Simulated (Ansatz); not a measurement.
Kick test of a cell of ZrSi2O6

The cell was found from a structure generator's guess, not taken from experiment.

Computed with DFT PBE, scalar-relativistic, plane waves, PAW (Ansatz 0.2.0). Cutoff 420 eV; k points 6×6×4 on the computed 9-atom cell (Γ-centred); Gaussian smearing, width 0.02 eV; no spin polarisation.

The cell below (9 atoms, space group C222 (No. 21)) is relaxed within its symmetry.

```yaml
crystal:
  lattice:
    - [2.60596, -4.98065, 0.00000]
    - [2.60596, 4.98065, 0.00000]
    - [0.00000, 0.00000, 6.04035]
  atoms:
    - { symbol: Zr, position: [0.50000, 0.50000, 0.00000] }
    - { symbol: Si, position: [0.50000, 0.00000, 0.34476] }
    - { symbol: Si, position: [0.00000, 0.50000, 0.65524] }
    - { symbol: O, position: [0.82336, 0.58742, 0.81039] }
    - { symbol: O, position: [0.22326, 0.77674, 0.50000] }
    - { symbol: O, position: [0.58742, 0.82336, 0.18961] }
    - { symbol: O, position: [0.17664, 0.41258, 0.81039] }
    - { symbol: O, position: [0.77674, 0.22326, 0.50000] }
    - { symbol: O, position: [0.41258, 0.17664, 0.18961] }
```

For the test it was strained at random (σ = 1.5 % a component), the atoms were moved at random (σ = 0.10 Å), and all was relaxed again on a coarse 4×4×2 mesh (in the run’s order of axes) with 0.10 eV smearing, with no symmetry imposed.

Question: Is the structure stable against such a distortion?

Answer: It doesn't return. The energy falls by 7 meV/atom on that mesh, the volume changes by -6.0 %, and the end has space group C2 (No. 5) at a loose tolerance. Relaxed again on a 6×6×4 mesh with 0.02 eV smearing, the new structure lies 7 meV/atom below the first (mesh in the axes of the run's cell; the cell below is made exact in the group named). Space group C2 (No. 5), monoclinic, a = 9.974 Å, b = 5.008 Å, c = 5.899 Å, β = 91.8°. Zr has 4 O at 1.96–1.97 Å; Si is surrounded by 4 O at 1.63–1.64 Å; around O on its first site lie 1 Si at 1.63 Å and 1 Zr at 1.96 Å; around O on its second site lie 2 Si at 1.64 Å; 1 more site not described.

```cif
data_structure
_symmetry_space_group_name_H-M 'C2'
_symmetry_Int_Tables_number 5
_cell_length_a 9.9743
_cell_length_b 5.0078
_cell_length_c 5.8986
_cell_angle_alpha 90.000
_cell_angle_beta 91.826
_cell_angle_gamma 90.000
_cell_volume 294.48
loop_
_atom_site_label
_atom_site_type_symbol
_atom_site_symmetry_multiplicity
_atom_site_Wyckoff_symbol
_atom_site_fract_x
_atom_site_fract_y
_atom_site_fract_z
_atom_site_occupancy
Zr1 Zr 2 a 0.00000 0.54274 0.00000 1
Si1 Si 4 c 0.75286 0.23324 0.65476 1
O1 O 4 c 0.61155 0.81961 0.20259 1
O2 O 4 c 0.73015 0.42381 0.43096 1
O3 O 4 c 0.87677 0.75197 0.18402 1
```
